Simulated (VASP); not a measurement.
# A VASP 6.6.1 single-point calculation on PbS

INCAR

```
EDIFF = 1E-7
NSW = 0
LWAVE = .FALSE.
LREAL = .FALSE.
NELM = 91
SIGMA = 0.02
LASPH = .TRUE.
NBANDS = 12
LCHARG = .FALSE.
PREC = Accurate
METAGGA = TPSS
ISMEAR = -1
ISIF = 2
ENCUT = 520
IBRION = -1
```

KPOINTS

```
KPOINTS created by Atomic Simulation Environment
0
Gamma
8 8 8
0 0 0
```

POSCAR

```
Pb S
 1.0000000000000000
     0.0000000000000000    3.0768496564999999    2.9648249019000001
     3.0768496564999999    0.0000000000000000    2.9648249019000001
     3.0768496564999999    3.0768496564999999    0.0000000000000000
 Pb  S
   1   1
Cartesian
  0.0000000000000000  0.0000000000000000  0.0000000000000000
  3.0768496564999999  3.0768496564999999  2.9648249019000001
```

The recommended PBE PAW datasets give the neutral cell 20 valence electrons.

Command

```
mpirun -np 1 vasp_std
```

OSZICAR

```
N       E                     dE             d eps       ncg     rms          rms(c)
DAV:   1     0.161052614865E+03    0.16105E+03   -0.99166E+03  1416   0.173E+03
DAV:   2     0.195719227282E+01   -0.15910E+03   -0.15683E+03  1460   0.404E+02
DAV:   3    -0.136579672368E+02   -0.15615E+02   -0.15259E+02  1816   0.126E+02
DAV:   4    -0.142475139409E+02   -0.58955E+00   -0.58899E+00  1684   0.240E+01
DAV:   5    -0.142696337981E+02   -0.22120E-01   -0.22112E-01  2032   0.427E+00    0.481E+00
DAV:   6    -0.134559977696E+02    0.81364E+00   -0.44240E+00  1496   0.334E+01    0.207E+00
DAV:   7    -0.132995311108E+02    0.15647E+00   -0.85178E-01  2000   0.660E+00    0.142E+00
DAV:   8    -0.133272024781E+02   -0.27671E-01   -0.16790E-01  1624   0.297E+00    0.102E+00
DAV:   9    -0.133180480762E+02    0.91544E-02   -0.51651E-02  1756   0.192E+00    0.230E-01
DAV:  10    -0.133191971156E+02   -0.11490E-02   -0.47224E-03  1712   0.550E-01    0.102E-01
DAV:  11    -0.133192364932E+02   -0.39378E-04   -0.15801E-04  1776   0.237E-01    0.333E-02
DAV:  12    -0.133193150117E+02   -0.78519E-04   -0.16030E-04  1568   0.152E-01    0.276E-02
DAV:  13    -0.133193144122E+02    0.59953E-06   -0.46154E-06  1804   0.176E-02    0.140E-02
DAV:  14    -0.133193158926E+02   -0.14805E-05   -0.18939E-05  1844   0.275E-02    0.745E-03
DAV:  15    -0.133193150997E+02    0.79290E-06   -0.19291E-06  1736   0.883E-03    0.371E-03
DAV:  16    -0.133193151062E+02   -0.65054E-08   -0.17022E-07  1292   0.373E-03
   1 F= -.13319315E+02 E0= -.13319315E+02  d E =-.343297E-08
```

From OUTCAR

```
k-points           NKPTS =     59   k-points in BZ     NKDIM =     59   number of bands    NBANDS=     12

   NELECT =      20.0000    total number of electrons

   dimension x,y,z NGX =    32 NGY =   32 NGZ =   32
   dimension x,y,z NGXF=    64 NGYF=   64 NGZF=   64

  energy-cutoff  :      520.00
  volume of cell :       56.14
      direct lattice vectors                 reciprocal lattice vectors
     0.000000000  3.076849656  2.964824902    -0.162503878  0.162503878  0.168644023
     3.076849656  0.000000000  2.964824902     0.162503878 -0.162503878  0.168644023
     3.076849656  3.076849656  0.000000000     0.162503878  0.162503878 -0.168644023

 k-points in reciprocal lattice and weights: KPOINTS created by Atomic Simulation Env
   0.00000000  0.00000000  0.00000000       0.002
   0.12500000  0.00000000  0.00000000       0.016
   0.25000000  0.00000000  0.00000000       0.016
   0.37500000 -0.00000000  0.00000000       0.016
   0.50000000  0.00000000  0.00000000       0.008
   0.12500000  0.12500000  0.00000000       0.004
   0.25000000  0.12500000  0.00000000       0.016
   0.37500000  0.12500000  0.00000000       0.016
   ...

 E-fermi :   5.0888

 k-point     1 :       0.0000    0.0000    0.0000
  band No.  band energies     occupation
      1     -11.9631      2.00000
      2     -11.9536      2.00000
      3     -11.9506      2.00000
      4     -11.9506      2.00000
      5     -11.9295      2.00000
      6      -8.3972      2.00000
      7      -1.3067      2.00000
      8       2.7832      2.00000
      9       3.0748      2.00000
     10       3.0748      2.00000
     11       9.7195      0.00000
     12       9.7195      0.00000

 k-point     2 :       0.1250    0.0000    0.0000
  band No.  band energies     occupation
      1     -11.9615      2.00000
      2     -11.9561      2.00000
      3     -11.9486      2.00000
      4     -11.9454      2.00000
      5     -11.9314      2.00000
      6      -8.2805      2.00000
      7      -1.6693      2.00000
      8       2.9047      2.00000
      9       3.0932      2.00000
     10       3.2676      2.00000
     11       8.7083      0.00000
     12       9.0776      0.00000

 k-point     3 :       0.2500    0.0000    0.0000
  band No.  band energies     occupation
      1     -11.9632      2.00000
      2     -11.9599      2.00000
      3     -11.9473      2.00000
      4     -11.9317      2.00000
      5     -11.9303      2.00000
      6      -7.9610      2.00000
      7      -2.4774      2.00000
      8       3.0755      2.00000
      9       3.1500      2.00000
     10       3.7858      2.00000
     11       7.2001      0.00000
     12       8.0324      0.00000

 k-point     4 :       0.3750   -0.0000    0.0000
  band No.  band energies     occupation
      1     -11.9704      2.00000
      2     -11.9616      2.00000
      3     -11.9498      2.00000
      4     -11.9223      2.00000
      5     -11.9178      2.00000
      6      -7.5604      2.00000
      7      -3.2788      2.00000
      8       3.2286      2.00000
      9       3.2449      2.00000
     10       4.3615      2.00000
     11       6.0193      0.00000
     12       7.2446      0.00000

 ...

  Total       -1.1697426     -1.1697426      0.1789034      0.0000000      0.0000000      0.0000000
  in kB      -33.3856095    -33.3856095      5.1060791      0.0000000      0.0000000      0.0000000
  external PRESSURE =     -20.5550466 kB  Pullay stress =       0.0000000 kB

 POSITION                                       TOTAL-FORCE (eV/Angst)
 -----------------------------------------------------------------------------------
      0.00000      0.00000      0.00000         0.000000      0.000000      0.000000
      3.07685      3.07685      2.96482        -0.000000      0.000000     -0.000000
 -----------------------------------------------------------------------------------
    total drift:                                0.000000     -0.000000     -0.000000

  FREE ENERGIE OF THE ION-ELECTRON SYSTEM (eV)
  ---------------------------------------------------
  free  energy   TOTEN  =       -13.3193151062 eV

  energy  without entropy=      -13.3193151028  energy(sigma->0) =      -13.31931510
```

It converged. Results: gap between bands v and c on the k mesh 0.60 eV; least direct gap on the k mesh 0.60 eV; pressure -2.1 GPa. Band v is the last that the valence electrons fill when counted band by band, and c is the next.

For comparison, a separate PBE run of the intended cell, on usual settings and not on those above, gives a gap of 0.57 eV on its mesh and a pressure of -1.6 GPa.

The run above took about 99 s on one core of a shared host (Intel Xeon Platinum 8488C) and held 0.21 GiB at most.
